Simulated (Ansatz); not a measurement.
input.yaml

```yaml
crystal:
  lattice:
    - [4.0651280872, 0.0, 0.0]
    - [-2.0325640436, 3.5205041931, 0.0]
    - [0.0, 0.0, 6.7156771358]
  atoms:
    - { symbol: Cd, position: [0.0, 0.0, 0.0] }
    - { symbol: I, position: [0.3333333333, 0.6666666667, 0.75763] }
    - { symbol: I, position: [0.6666666667, 0.3333333333, 0.24237] }
basis:
  ecutwfc: 420
kpoints:
  mp_grid: { grid: [9, 9, 4] }
hamiltonian:
  xc: pbesol
scf:
  occupations: { method: gaussian, width: 0.02 }
output:
  forces: true
  stress: true
  eigenvalues: true
```

It can be run as
```bash
ansatz run input.yaml --threads 1 --pin off --backend cpu --events-out ev --progress --plain --runs-dir out  # memory cap (--max-ram) not shown
```

Method: DFT PBEsol, scalar-relativistic, plane waves, PAW in Ansatz.

Abridged output (final results; tables in files aren't shown):

```
SCF 1 converged in 6 iterations: F = -23050.141810 eV  dr2 = 7.53e-8
SCF converged after 6 iterations
Free energy (F): -23050.141810 eV
Harris-Foulkes:  -23050.141810 eV  (|F-HF|=6.12e-8)
Internal energy: -23050.141810 eV  (E = F + TS)
E sigma→0 (E₀):  -23050.141810 eV
Fermi energy:    8.962022 eV
--- Per-component energies (eV) ---
  E_band       = -1191.424320
  E_kinetic    = 886.859555
  E_local      = -8240.490689  (includes V_loc(G=0)·N_el)
  E_nonlocal   = -140.049772
  E_hartree    = 4078.105238
  E_xc         = -431.029820
  E_vxc        = -479.550101  (∫ρ·V_xc dr)
  E_paw        = -13487.588776  (= ΣΔE_a)
  E_vpaw       = -1374.404489  (= ΣTr[D̂ρ^β])
  E_aug_tail   = 0.000001  (compensation charges beyond the density's cutoff)
  E_ewald      = -5717.113791
  E_core_change = 1.166244  (= ΣΔE_core)
  E_smearing   =  0.000000  (= −TS)
--- Forces (eV/Å), atoms counted from 1 ---
  atom   1  Cd     0.00000000     0.00000000     0.00000000
  atom   2  I      0.00000000     0.00000000    -0.89453950
  atom   3  I      0.00000000     0.00000000     0.89453950
--- Stress (GPa, compression-positive) ---
        5.529555       0.000000       0.000000
        0.000000       5.529555       0.000000
        0.000000       0.000000       5.347426
  P = ⅓ Tr σ = 5.4688 GPa (54.688 kbar)
--- Band table (eV; the first three rows and the last of 43) ---
  k-point 0: bands = ["-93.8214", "-54.9310", "-54.9310", "-54.9214", "-36.3082", "-36.3082", "-36.3081", "-36.3081", "-36.2928", "-36.2928", "-36.2918", "-36.2918", "-36.2852", "-36.2848", "-5.1445", "-4.1778", "-0.2153", "-0.2153", "-0.0595", "0.0944", "0.0944", "3.3952", "7.2787", "7.2787", "7.4034", "7.5972", "7.5972", "10.5950", "11.9495", "13.9880", "13.9880", "15.8849"]
  k-point 1: bands = ["-93.8214", "-54.9310", "-54.9310", "-54.9214", "-36.3082", "-36.3082", "-36.3081", "-36.3081", "-36.2927", "-36.2927", "-36.2918", "-36.2918", "-36.2852", "-36.2848", "-5.0737", "-4.2860", "-0.2151", "-0.2151", "-0.0465", "0.0943", "0.0943", "3.7419", "6.6114", "7.2145", "7.2145", "7.6760", "7.6760", "11.2507", "12.0180", "13.8825", "13.8825", "15.8223"]
  k-point 2: bands = ["-93.8214", "-54.9310", "-54.9310", "-54.9215", "-36.3081", "-36.3081", "-36.3081", "-36.3081", "-36.2926", "-36.2926", "-36.2920", "-36.2920", "-36.2851", "-36.2849", "-4.9788", "-4.4171", "-0.2148", "-0.2148", "-0.0346", "0.0943", "0.0943", "4.2968", "5.7376", "7.1671", "7.1671", "7.7382", "7.7382", "11.8146", "12.0774", "13.7849", "13.7849", "15.7100"]
  k-point 42: bands = ["-93.8214", "-54.9314", "-54.9314", "-54.9214", "-36.3075", "-36.3074", "-36.3074", "-36.3073", "-36.2928", "-36.2925", "-36.2925", "-36.2921", "-36.2843", "-36.2843", "-4.1277", "-4.1277", "0.0215", "0.0215", "0.1328", "0.1755", "0.1755", "3.2671", "4.4574", "4.4574", "4.8556", "7.3143", "7.3143", "11.5739", "13.1305", "13.1305", "14.6036", "15.8558"]
```

The run converged.

  The cell holds layers, and where no dispersion correction was added their binding is poorly described.